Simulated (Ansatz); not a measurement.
# Bi (Im-3m) in Ansatz: settings compared

One crystal, Bi, is run at these levels: BLYP+D4, PBE+D3(BJ), PBE+D4; tasks: relaxation of cell and atoms.

Program: Ansatz 0.2.0. These are calculated values, not measurements. Logs are shortened: lines on timing, memory, paths and dates and some standing lists are left out, and cuts for length are marked.

### Step 1. Starting point

Symmetry: Im-3m, No. 229, cubic system. The conventional cell has a = 3.963 Å, b = 3.963 Å, c = 3.963 Å, α = 90.00°, β = 90.00°, γ = 90.00°. Bi (site symmetry m-3m) has 8 Bi at 3.43 Å as nearest neighbours.

This isn't the form of Bi at room conditions, which is rhombohedral.

### Step 2. Relaxation of cell and atoms, BLYP+D4

Contents of input.yaml:

```yaml
crystal:
  lattice:
    - [-1.9814305318, 1.9814305318, 1.9814305318]
    - [1.9814305318, -1.9814305318, 1.9814305318]
    - [1.9814305318, 1.9814305318, -1.9814305318]
  atoms:
    - { symbol: Bi, position: [0.0, 0.0, 0.0] }
kpoints:
  mp_grid: { grid: [9, 9, 9] }
scf:
  occupations: { method: fermi_dirac, width: 0.05 }
hamiltonian:
  xc: blyp
  dispersion: d4
  pseudopotentials: { kind: all_electron, lapw: { basis_error: 0.001 } }
output:
  forces: true
  stress: true
relax:
  f_tol: 0.02
  max_steps: 60
  cell: {}
```

Potentials or basis: all-electron LAPW, scalar-relativistic.

Command:

```sh
> ansatz run input.yaml --threads 1 --pin off --max-ram 3072MiB --backend cpu --events-out ev --progress --plain --runs-dir out
```

Log:

```text
Warning: RAYON_NUM_THREADS=1 ignored (pool sized by the plan → 1); use --threads N
The last accepted step is kept in <dir> (removed where the run ends without a failure and the disk answers)
LAPW: plane waves up to 6.739 Å⁻¹, error target 1.0e-3 eV per atom; small_component_spin mean_spin; Bi in spheres of 1.664 Å, 37 of its electrons in bands, Dirac shells [] (how accurate: hamiltonian.pseudopotentials.lapw.basis_error, Limitations)
Engine: ansatz 0.2.0, aarch64-unknown-linux-gnu
Pseudopotentials: kind: all_electron
Pseudopotential: Bi, LAPW, valence charge 37, lapw/all_electron/scalar/gaussian/Bi, Koelling and Harmon's equation, gaussian nucleus
Functional definition: BLYP
  parameter beta = 0.0042
  parameter a = 0.04918
  parameter b = 0.132
  parameter c = 0.2533
  parameter d = 0.349
  exchange = b88_x(beta = beta)
  correlation = lyp_c(a = a, b = b, c = c, d = d)
Crystal: 1 atoms, lattice volume = 31.117 Å³
Basis set: ecut = 173.02443792461077 eV, 177 PW (Γ), exchange–correlation at level 2
Bands: 23, of which v1, the nominal top of the filled ones, is band 19 counted from 1 (18 counted from 0)
Symmetry: 48 space group operations
Space group: Im-3m (ITA 229), of the structure as read, at distance tolerance 3.1e-5 Å
k-points: 35 of 729
Non-local potential: Bi, projectors of the file, none
Initial density: superposition of atomic densities (chi_scale 0.1, normalization cell)
Initial wavefunctions: plane waves of lowest kinetic energy (no species holds an atomic orbital)
Functional: x = b88, c = lyp
iter 1 solved again at ethr=9.81e-6 eV; its pass at ethr=1.00e-1 eV (dr2=3.63e-3 eV) is discarded
SCF iter   1: F=—  HF=-585735.468848 eV  |F-HF|=—  |Δ(HF+E_count)|=         —  Δρ=4.00e-3  dr2=3.65e-3  ethr=9.81e-6  ⟨swp⟩=3.7  Hψ=5354  notcnv=0
preconditioner: auto → Kerker (q_TF=auto, 2.808 Å⁻¹)  [metal: Δε(μ)=0.267 eV  Ē_g=24.163 eV  σ=0.050 eV  W_gap=0.50  n_scr=12 (ndim 8)  ℏωp=25.8 eV  f_vac=0.000  D(μ)=0.52/eV (n_scr^D=0)]
SCF iter   2: F=—  HF=-585735.468574 eV  |F-HF|=—  |Δ(HF+E_count)|=   2.74e-4  Δρ=2.87e-3  dr2=2.07e-3  ethr=9.81e-6  ⟨swp⟩=2.0  Hψ=2331  notcnv=0
preconditioner: auto → none  [insulator: Δε(μ)=0.275 eV  Ē_g=24.245 eV  σ=0.050 eV  W_gap=0.50  n_scr=12 (ndim 8)  ℏωp=25.8 eV  f_vac=0.000  D(μ)=0.52/eV (n_scr^D=0)  ε∞_Penn≈2.1]
SCF iter   3: F=—  HF=-585735.470567 eV  |F-HF|=—  |Δ(HF+E_count)|=   1.99e-3  Δρ=1.08e-3  dr2=2.97e-4  ethr=5.58e-6  ⟨swp⟩=2.9  Hψ=2473  notcnv=0
iter 4 solved again at ethr=1.78e-8 eV; its pass at ethr=8.03e-7 eV (dr2=6.59e-6 eV) is discarded
SCF iter   4: F=—  HF=-585735.470889 eV  |F-HF|=—  |Δ(HF+E_count)|=   3.21e-4  Δρ=1.55e-4  dr2=6.59e-6  ethr=1.78e-8  ⟨swp⟩=2.0  Hψ=4051  notcnv=0
SCF iter   5: F=—  HF=-585735.470893 eV  |F-HF|=—  |Δ(HF+E_count)|=   3.75e-6  Δρ=2.36e-5  dr2=1.26e-7  ethr=1.78e-8  ⟨swp⟩=3.0  Hψ=2422  notcnv=0
SCF iter   6: F=-585735.470893 eV  HF=-585735.470893 eV  |F-HF|=2.33e-8  |Δ(HF+E_count)|=   7.78e-7  Δρ=3.94e-6  dr2=2.43e-9  ethr=3.41e-10  ⟨swp⟩=3.0  Hψ=2426  notcnv=0
SCF 1 converged in 6 iterations: F = -585735.470893 eV  dr2 = 2.43e-9
relax step   1: F+E_penalty+E_count = -585735.47089349 eV  Δ(F+E_penalty+E_count) = +0.000e0 eV  max|allowed force component| = 0.000e0 eV/Å  Δτ_max = 0.0000 Å  P = +0.118 GPa  Ω = 31.117 Å³  (6 SCF iters, accepted)
Crystal: 1 atoms, lattice volume = 31.200 Å³
Basis set: ecut = 172.71812421315198 eV, 177 PW (Γ), exchange–correlation at level 2
Initial density: handed on by an earlier stage of this run
Initial wavefunctions: those handed on with the density
iter 1 solved again at ethr=1.18e-10 eV; its pass at ethr=1.00e-1 eV (dr2=4.36e-8 eV) is discarded
SCF iter   1: F=—  HF=-585735.470918 eV  |F-HF|=—  |Δ(HF+E_count)|=         —  Δρ=2.20e-5  dr2=1.74e-7  ethr=1.18e-10  ⟨swp⟩=6.2  Hψ=4646  notcnv=0
preconditioner: auto → Kerker (q_TF=auto, 2.807 Å⁻¹)  [metal: Δε(μ)=0.283 eV  Ē_g=24.243 eV  σ=0.050 eV  W_gap=0.50  n_scr=12 (ndim 8)  ℏωp=25.7 eV  f_vac=0.000  D(μ)=0.51/eV (n_scr^D=0)]
SCF iter   2: F=-585735.470917 eV  HF=-585735.470917 eV  |F-HF|=1.64e-8  |Δ(HF+E_count)|=   1.52e-6  Δρ=1.56e-5  dr2=9.93e-8  ethr=1.18e-10  ⟨swp⟩=3.0  Hψ=2416  notcnv=0
SCF 2 converged in 2 iterations: F = -585735.470917 eV  dr2 = 9.93e-8
relax step   2: F+E_penalty+E_count = -585735.47091687 eV  Δ(F+E_penalty+E_count) = -2.337e-5 eV  max|allowed force component| = 0.000e0 eV/Å  Δτ_max = 0.0000 Å  P = -0.027 GPa  Ω = 31.200 Å³  (2 SCF iters, accepted)
iter 1 solved again at ethr=2.74e-10 eV; its pass at ethr=1.00e-1 eV (dr2=1.01e-7 eV) is discarded
SCF iter   1: F=—  HF=-585735.470918 eV  |F-HF|=—  |Δ(HF+E_count)|=         —  Δρ=1.54e-5  dr2=8.58e-8  ethr=2.74e-10  ⟨swp⟩=7.7  Hψ=5259  notcnv=0  reapply=3
SCF iter   2: F=-585735.470917 eV  HF=-585735.470917 eV  |F-HF|=1.64e-8  |Δ(HF+E_count)|=   1.50e-6  Δρ=1.12e-5  dr2=5.09e-8  ethr=2.32e-10  ⟨swp⟩=2.1  Hψ=2337  notcnv=0
SCF 3 converged in 2 iterations: F = -585735.470917 eV  dr2 = 5.09e-8
relax step   3: F+E_penalty+E_count = -585735.47091682 eV  Δ(F+E_penalty+E_count) = +4.983e-8 eV  max|allowed force component| = 0.000e0 eV/Å  Δτ_max = 0.0000 Å  P = -0.027 GPa  Ω = 31.200 Å³  stress off target by 2.69e-2 GPa  SCF on the basis re-selected at this cell (its energy is not comparable with the rows above)  (2 SCF iters)
basis re-selected at this cell: Δ(F+E_penalty+E_count) = +4.983e-8 eV, ΔP = -0.000 GPa vs the last step (what re-selecting the basis moved, after the strain that the cell walked since its last selection, with what the two solves' SCF thresholds leave and, on support functions, any second-order correction that the steps lacked; it is no measure of the basis error at this ecutwfc). This SCF's stress stands 2.69e-2 GPa from its target on what of the cell is left free (relax.cell.stress_tol is 5.00e-2 GPa) and its largest allowed force component is 0.00e0 eV/Å (relax.f_tol is 2.00e-2 eV/Å): within both
SCF converged after 2 iterations
Free energy (F): -585735.470917 eV
Harris-Foulkes:  -585735.470917 eV  (|F-HF|=1.64e-8)
Internal energy: -585735.467097 eV  (E = F + TS)
E sigma→0 (E₀):  -585735.469007 eV
Entropy (-TS):   -0.003819 eV (-3.819 meV/atom)
Fermi energy:    16.267943 eV
--- Per-component energies (eV) ---
  E_band       = -2590.088219
  E_kinetic    = 678097.906560
  E_xc         = -10834.602239
  E_electrostatic = -1252997.754858  (all electrons and nuclei)
  E_disp       = -1.016561  (pairwise vdW)
  E_smearing   = -0.003819  (= −TS)
  E_closure    = 0.000000  (closes the sum)
  E_atoms      = -585731.546808  (free atoms, spherical and without spin; not in F)
  Σ components = -585735.470917   (vs F -585735.470917, Δ=0.00e0)
  Basis errors (estimates in eV, not in F): energy 3.1e-4 per atom: plane waves 3.1e-4 (1.6e-4 summed), levels above the bands 3.5e-82, relativity 1.2e-7, radial functions 3.7e-6, core shells 2.2e-9; eigenvalues (radial functions only) 1.6e-5; not estimated: angular momenta, meshes, grids; target (lapw.basis_error) 1.0e-3; muffin-tin radii Bi 1.666 Å
--- Forces (eV/Å), atoms counted from 1 ---
  atom   1  Bi     0.00000000    -0.00000000     0.00000000
  max |Σ_I F_I| component: 6.57e-32 eV/Å
--- Stress (GPa, compression-positive) ---
       -0.026911       0.000000      -0.000000
        0.000000      -0.026911       0.000000
       -0.000000       0.000000      -0.026911
  P = ⅓ Tr σ = -0.0269 GPa (-0.269 kbar)
--- Relaxed structure (2 steps of the walk, 2 accepted, 1 SCFs on fresh bases) ---
  F+E_penalty+E_count = -585735.47091682 eV   max|allowed force component| = 0.000e0 eV/Å   (the final SCF, on the basis selected at the relaxed cell)
  cell:  # Å, volume = 31.1997 Å³
    - [-1.9831867762046893, 1.9831867762046893, 1.9831867762046893]
    - [1.9831867762046893, -1.9831867762046893, 1.9831867762046893]
    - [1.9831867762046893, 1.9831867762046893, -1.9831867762046893]
  atoms:
    - { symbol: Bi, position: [0.0, 0.0, 0.0] }
```

It took 6.5 s on 1 thread of Arm Neoverse V2, shared host; peak memory 0.24 GiB.

Results:

* Free energy: -585735.4709 eV
* Relaxed volume: 31.20 Å³/atom
* Relaxed cell: a = 3.435 Å, b = 3.435 Å, c = 3.435 Å, α = 109.47°, β = 109.47°, γ = 109.47°
* Space group after relaxing (to 0.05 Å): Im-3m (No. 229)
* Energy gained by relaxing: 0.0 meV/atom
* Ionic steps: 3
* Pressure after relaxing: 0.0 GPa

Final structure:
```
Bi
1.0
    -1.98319    1.98319    1.98319
     1.98319   -1.98319    1.98319
     1.98319    1.98319   -1.98319
Bi
1
Direct
  0.00000 0.00000 0.00000
```

Caveat: spin-orbit coupling is left out, which moves the levels of the heavy elements.

### Step 3. Relaxation of cell and atoms, PBE+D3(BJ)

Edit input.yaml of step 2 so:

```diff
@@ -12,4 +12,4 @@
 hamiltonian:
-  xc: blyp
-  dispersion: d4
+  xc: pbe
+  dispersion: d3bj
   pseudopotentials: { kind: all_electron, lapw: { basis_error: 0.001 } }
```

Potentials or basis: all-electron LAPW, scalar-relativistic.

Command:

```sh
> ansatz run input.yaml --threads 1 --pin off --max-ram 3072MiB --backend cpu --events-out ev --progress --plain --runs-dir out
```

Log:

```text
Warning: RAYON_NUM_THREADS=1 ignored (pool sized by the plan → 1); use --threads N
[... 1 set-up line as earlier in the session ...]
LAPW: plane waves up to 6.735 Å⁻¹, error target 1.0e-3 eV per atom; small_component_spin mean_spin; Bi in spheres of 1.664 Å, 37 of its electrons in bands, Dirac shells [] (how accurate: hamiltonian.pseudopotentials.lapw.basis_error, Limitations)
[... 3 set-up lines as earlier in the session ...]
Functional definition: PBE
  parameter kappa = 0.804
  parameter beta = 0.06672455060314922
  exchange = pbe_x(kappa = kappa, mu = beta*pi^2/3)
  correlation = pbe_c(beta = beta)
Crystal: 1 atoms, lattice volume = 31.117 Å³
Basis set: ecut = 172.84642680699554 eV, 177 PW (Γ), exchange–correlation at level 2
Bands: 23, of which v1, the nominal top of the filled ones, is band 19 counted from 1 (18 counted from 0)
[... 2 set-up lines as earlier in the session ...]
k-points: 35 of 729
[... 3 set-up lines as earlier in the session ...]
Functional: x = pbe(κ = 0.804, μ = 0.2195149727645171), c = pbe(β = 0.06672455060314922)
iter 1 solved again at ethr=1.61e-5 eV; its pass at ethr=1.00e-1 eV (dr2=5.97e-3 eV) is discarded
SCF iter   1: F=—  HF=-585706.371155 eV  |F-HF|=—  |Δ(HF+E_count)|=         —  Δρ=5.22e-3  dr2=6.04e-3  ethr=1.61e-5  ⟨swp⟩=3.6  Hψ=5267  notcnv=0
preconditioner: auto → Kerker (q_TF=auto, 2.808 Å⁻¹)  [metal: Δε(μ)=0.032 eV  Ē_g=23.996 eV  σ=0.050 eV  W_gap=0.15  n_scr=12 (ndim 8)  ℏωp=25.8 eV  f_vac=0.000  D(μ)=0.55/eV (n_scr^D=0)]
SCF iter   2: F=—  HF=-585706.366521 eV  |F-HF|=—  |Δ(HF+E_count)|=   4.63e-3  Δρ=3.37e-3  dr2=2.83e-3  ethr=1.61e-5  ⟨swp⟩=2.0  Hψ=2333  notcnv=0
SCF iter   3: F=—  HF=-585706.367081 eV  |F-HF|=—  |Δ(HF+E_count)|=   5.61e-4  Δρ=1.76e-3  dr2=9.57e-4  ethr=7.65e-6  ⟨swp⟩=2.0  Hψ=2333  notcnv=0
[... 29 lines left out ...]
SCF iter   4: F=-585706.372594 eV  HF=-585706.372594 eV  |F-HF|=3.09e-8  |Δ(HF+E_count)|=   5.31e-8  Δρ=8.18e-6  dr2=3.43e-8  ethr=7.02e-10  ⟨swp⟩=2.0  Hψ=2333  notcnv=0
SCF 3 converged in 4 iterations: F = -585706.372594 eV  dr2 = 3.43e-8
relax step   3: F+E_penalty+E_count = -585706.37259440 eV  Δ(F+E_penalty+E_count) = -3.392e-4 eV  max|allowed force component| = 0.000e0 eV/Å  Δτ_max = 0.0000 Å  P = -0.021 GPa  Ω = 30.189 Å³  (4 SCF iters, accepted)
iter 1 solved again at ethr=7.07e-11 eV; its pass at ethr=1.00e-1 eV (dr2=2.61e-8 eV) is discarded
SCF iter   1: F=—  HF=-585706.372594 eV  |F-HF|=—  |Δ(HF+E_count)|=         —  Δρ=5.09e-6  dr2=9.24e-9  ethr=7.07e-11  ⟨swp⟩=7.5  Hψ=5530  notcnv=0  reapply=8
preconditioner: auto → Kerker (q_TF=auto, 2.822 Å⁻¹)  [metal: Δε(μ)=0.040 eV  Ē_g=24.301 eV  σ=0.050 eV  W_gap=0.19  n_scr=12 (ndim 8)  ℏωp=26.2 eV  f_vac=0.000  D(μ)=0.56/eV (n_scr^D=0)]
SCF iter   2: F=-585706.372594 eV  HF=-585706.372594 eV  |F-HF|=2.21e-9  |Δ(HF+E_count)|=   1.65e-7  Δρ=4.18e-6  dr2=6.69e-9  ethr=2.50e-11  ⟨swp⟩=3.0  Hψ=2402  notcnv=0
SCF 4 converged in 2 iterations: F = -585706.372594 eV  dr2 = 6.69e-9
relax step   4: F+E_penalty+E_count = -585706.37259392 eV  Δ(F+E_penalty+E_count) = +4.794e-7 eV  max|allowed force component| = 0.000e0 eV/Å  Δτ_max = 0.0000 Å  P = -0.021 GPa  Ω = 30.189 Å³  stress off target by 2.05e-2 GPa  SCF on the basis re-selected at this cell (its energy is not comparable with the rows above)  (2 SCF iters)
basis re-selected at this cell: Δ(F+E_penalty+E_count) = +4.794e-7 eV, ΔP = +0.000 GPa vs the last step (what re-selecting the basis moved, after the strain that the cell walked since its last selection, with what the two solves' SCF thresholds leave and, on support functions, any second-order correction that the steps lacked; it is no measure of the basis error at this ecutwfc). This SCF's stress stands 2.05e-2 GPa from its target on what of the cell is left free (relax.cell.stress_tol is 5.00e-2 GPa) and its largest allowed force component is 0.00e0 eV/Å (relax.f_tol is 2.00e-2 eV/Å): within both
SCF converged after 2 iterations
Free energy (F): -585706.372594 eV
Harris-Foulkes:  -585706.372594 eV  (|F-HF|=2.21e-9)
Internal energy: -585706.368316 eV  (E = F + TS)
E sigma→0 (E₀):  -585706.370455 eV
Entropy (-TS):   -0.004278 eV (-4.278 meV/atom)
Fermi energy:    16.573111 eV
--- Per-component energies (eV) ---
  E_band       = -2583.258003
  E_kinetic    = 678035.643448
  E_xc         = -10805.940845
  E_electrostatic = -1252935.548689  (all electrons and nuclei)
  E_disp       = -0.522230  (pairwise vdW)
  E_smearing   = -0.004278  (= −TS)
  E_closure    = 0.000000  (closes the sum)
  E_atoms      = -585702.106902  (free atoms, spherical and without spin; not in F)
  Σ components = -585706.372594   (vs F -585706.372594, Δ=0.00e0)
  Basis errors (estimates in eV, not in F): energy 2.8e-4 per atom: plane waves 2.8e-4 (1.5e-4 summed), levels above the bands 5.4e-80, relativity 7.1e-8, radial functions 2.4e-6, core shells 3.2e-9; eigenvalues (radial functions only) 1.6e-5; not estimated: angular momenta, meshes, grids; target (lapw.basis_error) 1.0e-3; muffin-tin radii Bi 1.648 Å
--- Forces (eV/Å), atoms counted from 1 ---
  atom   1  Bi     0.00000000     0.00000000     0.00000000
  max |Σ_I F_I| component: 4.31e-32 eV/Å
--- Stress (GPa, compression-positive) ---
       -0.020509       0.000000       0.000000
        0.000000      -0.020509      -0.000000
        0.000000      -0.000000      -0.020509
  P = ⅓ Tr σ = -0.0205 GPa (-0.205 kbar)
--- Relaxed structure (3 steps of the walk, 3 accepted, 1 SCFs on fresh bases) ---
  F+E_penalty+E_count = -585706.37259392 eV   max|allowed force component| = 0.000e0 eV/Å   (the final SCF, on the basis selected at the relaxed cell)
  cell:  # Å, volume = 30.1887 Å³
    - [-1.9615292768351775, 1.9615292768351775, 1.9615292768351775]
    - [1.9615292768351775, -1.9615292768351775, 1.9615292768351775]
    - [1.9615292768351775, 1.9615292768351775, -1.9615292768351775]
  atoms:
    - { symbol: Bi, position: [0.0, 0.0, 0.0] }
```

It took 9.6 s on 1 thread of Arm Neoverse V2, shared host; peak memory 0.25 GiB.

What came out:

| Item | Value |
| --- | --- |
| Free energy | -585706.3726 eV |
| Relaxed volume | 30.19 Å³/atom |
| Relaxed cell | a = 3.397 Å, b = 3.397 Å, c = 3.397 Å, α = 109.47°, β = 109.47°, γ = 109.47° |
| Space group after relaxing (to 0.05 Å) | Im-3m (No. 229) |
| Energy gained by relaxing | 5.1 meV/atom |
| Ionic steps | 4 |
| Pressure after relaxing | 0.0 GPa |

The path:
```csv
step,energy change (eV),largest force (eV/Å),volume (Å³)
1,0.0000,0.0000,31.12
2,-0.0048,0.0000,29.94
3,-0.0051,0.0000,30.19
4,-0.0051,0.0000,30.19
```

Final structure:
```cif
data_structure
_symmetry_space_group_name_H-M 'P 1'
_symmetry_Int_Tables_number 1
_cell_length_a 3.3975
_cell_length_b 3.3975
_cell_length_c 3.3975
_cell_angle_alpha 109.471
_cell_angle_beta 109.471
_cell_angle_gamma 109.471
_cell_volume 30.19
loop_
_atom_site_label
_atom_site_type_symbol
_atom_site_fract_x
_atom_site_fract_y
_atom_site_fract_z
_atom_site_occupancy
Bi1 Bi 0.00000 0.00000 0.00000 1
```

Caveat: spin-orbit coupling is left out, which moves the levels of the heavy elements.

### Step 4. Relaxation of cell and atoms, PBE+D4

Edit input.yaml of step 3 so:

```diff
@@ -13,3 +13,3 @@
   xc: pbe
-  dispersion: d3bj
+  dispersion: d4
   pseudopotentials: { kind: all_electron, lapw: { basis_error: 0.001 } }
@@ -19,3 +19,3 @@
 relax:
-  f_tol: 0.02
+  f_tol: 0.005
   max_steps: 60
```

Command:

```sh
> ansatz run input.yaml --threads 1 --pin off --max-ram 3072MiB --backend cpu --events-out ev --progress --plain --runs-dir out
```

Wall time 9.8 s (1 thread of Arm Neoverse V2, shared host); peak memory 0.25 GiB.

The run converged. Its results:

```
Free energy                            : -585706.4134 eV
Relaxed volume                         : 30.19 Å³/atom
Relaxed cell                           : a = 3.398 Å, b = 3.398 Å, c = 3.398 Å, α = 109.47°, β = 109.47°, γ = 109.47°
Space group after relaxing (to 0.05 Å) : Im-3m (No. 229)
Energy gained by relaxing              : 5.1 meV/atom
Ionic steps                            : 4
Pressure after relaxing                : 0.0 GPa
```

The path:
```csv
step,energy change (eV),largest force (eV/Å),volume (Å³)
1,0.0000,0.0000,31.12
2,-0.0048,0.0000,29.94
3,-0.0051,0.0000,30.19
4,-0.0051,0.0000,30.19
```

Final structure:
```xyz
1
Lattice="-1.9616 1.9616 1.9616 1.9616 -1.9616 1.9616 1.9616 1.9616 -1.9616" Properties=species:S:1:pos:R:3 pbc="T T T"
Bi    0.0000    0.0000    0.0000
```

Caveat: spin-orbit coupling is left out, which moves the levels of the heavy elements.

### Step 5. Summary

```csv
level,pressure (GPa),relaxed volume (Å³/atom)
BLYP+D4,0.0,31.20
PBE+D3(BJ),0.0,30.19
PBE+D4,0.0,30.19
```

Alike in all rows: task relaxation of cell and atoms; potentials or basis all-electron LAPW, scalar-relativistic; no spin polarisation; cell relaxed; k mesh 9 × 9 × 9; smearing fermi-dirac 0.05 eV; basis error allowed 0.001 eV/atom.

Caveats: spin-orbit coupling is left out, which moves the levels of the heavy elements.

Compare energies only between runs with the same functional and basis.
